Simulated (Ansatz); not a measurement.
Input and command of a plane-wave DFT calculation in Ansatz:

```yaml
crystal:
  lattice:
    - [0.0, -3.0040847246, 0.0]
    - [0.0, 0.0, -3.0040847246]
    - [8.7122541738, 0.0, 0.0]
  atoms:
    - { symbol: Al, position: [0.0, 0.0, 0.2585913237] }
    - { symbol: Al, position: [0.0, 0.0, 0.6034027427] }
    - { symbol: Al, position: [0.0, 0.0, 0.9482141618] }
    - { symbol: Ru, position: [0.5, 0.5, 0.0861856142] }
    - { symbol: Ru, position: [0.5, 0.5, 0.4309970332] }
    - { symbol: Ru, position: [0.5, 0.5, 0.7758084522] }
basis:
  ecutwfc: 420
kpoints:
  mp_grid: { grid: [20, 20, 7] }
hamiltonian:
  xc: pbe
scf:
  occupations: { method: gaussian, width: 0.15 }
output:
  forces: true
  stress: true
  eigenvalues: true
```

```bash
ansatz run input.yaml --threads 2 --pin off --max-ram 5120MiB --backend cpu --events-out ev --progress --plain --runs-dir out
```

Processor: Arm Neoverse V2, 2 threads, on a host shared with other jobs.

Task: How long does it run, and how much memory does it take?

Result: About 23 s on 2 threads of Arm Neoverse V2, with other jobs on the host, peak memory 0.72 GiB. It solves 35 bands at 264 k points (the mesh reduced by the symmetry that the task leaves, which can be less than the crystal's) with about 1525 plane waves, in 7 SCF iterations.
